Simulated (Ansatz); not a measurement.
Write the native input for Ansatz 0.2.0 that does the following.

```
Task                : relaxation of cell and atoms
Functional          : RPBE
Dispersion          : D3(BJ)
Potentials or basis : Ansatz PAW
Cutoff              : 420 eV (not typed: the program's choice for these potentials)
k mesh              : 11 × 11 × 11
Occupations         : fermi-dirac, width 0.05 eV
Spin                : no spin polarisation
```

Ag:

```
CELL_PARAMETERS angstrom
0.00000 2.04275 2.04275
2.04275 0.00000 2.04275
2.04275 2.04275 0.00000
ATOMIC_POSITIONS crystal
Ag 0.00000 0.00000 0.00000
```

These files were run (other wordings do the same):

input.yaml

```yaml
crystal:
  lattice:
    - [0.0, 2.04275, 2.04275]
    - [2.04275, 0.0, 2.04275]
    - [2.04275, 2.04275, 0.0]
  atoms:
    - { symbol: Ag, position: [0.0, 0.0, 0.0] }
hamiltonian:
  xc: rpbe
  pseudopotentials: { kind: paw }
  dispersion: d3bj
kpoints:
  mp_grid: { grid: [11, 11, 11] }
scf:
  occupations: { method: fermi_dirac, width: 0.05 }
output:
  forces: true
  stress: true
relax:
  f_tol: 0.01
  max_steps: 40
  cell: { stress_tol: 0.05 }
```

Potentials or basis: Ansatz PAW.

Run with:

```sh
$ ansatz run input.yaml --threads 2 --pin off --max-ram 5632MiB --backend cpu --events-out ev --progress --plain --runs-dir out
```

Results of the run:

- Relaxed volume: 14.20 Å³/atom
- Relaxed cell: a = 2.718 Å, b = 2.718 Å, c = 2.718 Å, α = 60.00°, β = 60.00°, γ = 60.00°
- Space group after relaxing (to 0.05 Å): Fm-3m (No. 225)
- Energy gained by relaxing: 280.6 meV/atom
- Ionic steps: 5
- Pressure after relaxing: 0.0 GPa

Caveat: the volume moved by over 15 % at a fixed basis, so the end points are rough; the plane-wave basis is chosen anew once the cell has moved, so the energies of steps on either side of that aren't comparable; the volume moved by -17 % from the deposited cell, more than functionals usually miss; the PAW data sets come from PBE, with cores solved anew for the run's functional, which leaves a small shift of forces and pressure.

Wall time 1.7 s on 2 threads of Arm Neoverse V2, on a shared host, peak memory 0.27 GiB.
